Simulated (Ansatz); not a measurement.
BaTe (rocksalt) under strain

BaTe in the rocksalt structure, relaxed with r2SCAN in the PAW code Ansatz. The symmetry is Fm-3m (No. 225, cubic); conventional cell a = 7.065 Å, 44.08 Å³ an atom. Around Ba lie 6 Te at 3.53 Å; around Te lie 6 Ba at 3.53 Å.

The axes x, y and z are those of this cell:
```xyz
2
Lattice="0.0000 3.5324 3.5324 3.5324 0.0000 3.5324 3.5324 3.5324 0.0000" Properties=species:S:1:pos:R:3 pbc="T T T"
Ba    0.0000    0.0000    0.0000
Te    3.5324    3.5324    3.5324
```

Unstrained: With PBE the valence top lies at Γ and the conduction bottom at X, 1.655 eV higher; the smallest vertical gap, at X, is 2.009 eV. The r2SCAN gap is indirect, 2.004 eV (Γ to X), below the direct gap of 2.365 eV at X. The HSE06 gap is indirect, 2.347 eV (Γ to X), below the direct gap of 2.752 eV at X. Meshes: PBE 6×6×6, r2SCAN 6×6×6, HSE06 4×4×4. Strains are changes of length per length, and xy shears are angles. After each strain the atoms were relaxed again with r2SCAN within the symmetry that the strain leaves, so tilts or polar shifts that break it weren't tested; points keep the names that they have in the unstrained zone. No spin polarisation and no zero-point or thermal motion.

Changes of the least gap in eV (an overlap counts as a negative gap):
```
                                                      strain  volume change (%)  space group     PBE  r2SCAN   HSE06  G0W0@PBE (mesh)  energy rise, r2SCAN (meV/atom)
                                 uniaxial +1.5 % along [111]               +1.5         R-3m  +0.010  +0.009  +0.010            +0.02                             1.5
                            isotropic +3.0 % on every length               +9.3        Fm-3m  +0.145  +0.142  +0.152            +0.20                            31.3
epitaxial +3.0 % in the xy plane, free normal strain -0.82 %               +5.2       I4/mmm  +0.040  +0.031  +0.049            +0.06                            17.7
                 xy shear, engineering strain (angle) -1.0 %                0.0         Immm  -0.017  -0.018  -0.018            -0.02                             0.2
                            isotropic -1.5 % on every length               -4.4        Fm-3m  -0.090  -0.089  -0.096            -0.13                             8.7
```
Unstrained, G0W0@PBE with 367 empty bands, a screening cutoff of 150 eV and a 4×4×4 mesh gives 2.68 eV on its mesh; the band count follows the volume. The G0W0 figures hold for the stated bands, cutoff and mesh and aren't extrapolated.

Uniaxial +1.5 % along [111], other directions held. HSE06: the gap goes from 2.347 to 2.357 eV (+0.010 eV); with r2SCAN the top three valence levels at Γ, degenerate before, become 2+1 from the top over 50 meV. Stress change with r2SCAN, compression positive: xx -0.44, yy -0.44, zz -0.44, xy -0.12, xz -0.12, yz -0.12 GPa.

Isotropic +3.0 % on every length. HSE06: the gap goes from 2.347 to 2.499 eV (+0.152 eV). Stress change with r2SCAN, compression positive: xx -2.23, yy -2.23, zz -2.23 GPa. For HSE06, dE_g/d ln V = 1.7 eV over this step.

Epitaxial +3.0 % in the xy plane, free normal strain -0.82 %. HSE06: the gap goes from 2.347 to 2.396 eV (+0.049 eV); with r2SCAN the top three valence levels at Γ, degenerate before, become 1+2 from the top over 70 meV. Stress change with r2SCAN, compression positive: xx -1.94, yy -1.94, zz +0.03 GPa.

Xy shear, engineering strain (angle) -1.0 %. HSE06: the gap goes from 2.347 to 2.329 eV (-0.018 eV); with r2SCAN the top three valence levels at Γ, degenerate before, become 1+1+1 from the top over 33 meV. Stress change with r2SCAN, compression positive: xx 0.00, yy 0.00, zz 0.00, xy +0.12 GPa.

Isotropic -1.5 % on every length. HSE06: the gap goes from 2.347 to 2.251 eV (-0.096 eV). Stress change with r2SCAN, compression positive: xx +1.53, yy +1.53, zz +1.53 GPa. For HSE06, dE_g/d ln V = 2.1 eV over this step.

Spin-orbit coupling is left out, which matters wherever the heavy atoms make up the band edges.

The meshes of the hybrids are coarse, so their gaps aren't converged to the digits shown.

The splittings at Γ are without spin-orbit coupling, which regroups them where it is of like size or larger.
